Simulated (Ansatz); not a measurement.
Space group Im-3m (No. 229). a = 3.168 Å, b = 3.168 Å, c = 3.168 Å, α = 90.00°, β = 90.00°, γ = 90.00°
| atom | site | symmetry | x | y | z |
| --- | --- | --- | --- | --- | --- |
| W | 2a | m-3m | 0.0000 | 0.0000 | 0.0000 |

Equation of state of this W structure (not necessarily the ground state), with shape and atoms relaxed at each volume where symmetry leaves them free. It has no gap at any of these volumes. The calculation used Ansatz 0.2.0, DFT r2SCAN, scalar-relativistic, plane waves, PAW.

Cutoff 500 eV; k points 18×18×18 on the computed 1-atom cell (Γ-centred); Gaussian smearing, width 0.10 eV; no spin polarisation.

```tsv
V (Å³/atom)	E − E(largest V) (meV/atom)	P (GPa)
14.950	11.94	22.63
15.427	-36.65	10.39
15.904	-51.53	-0.02
16.381	-37.82	-8.83
16.858	0.00	-16.33
```

**Question.** Fit a third-order Birch–Murnaghan equation to E(V).

**Answer.** V0 = 15.90 Å³/atom, B0 = 319 GPa, B0' = 4.6.

Spin-orbit coupling is left out, which matters for the bands of heavy elements.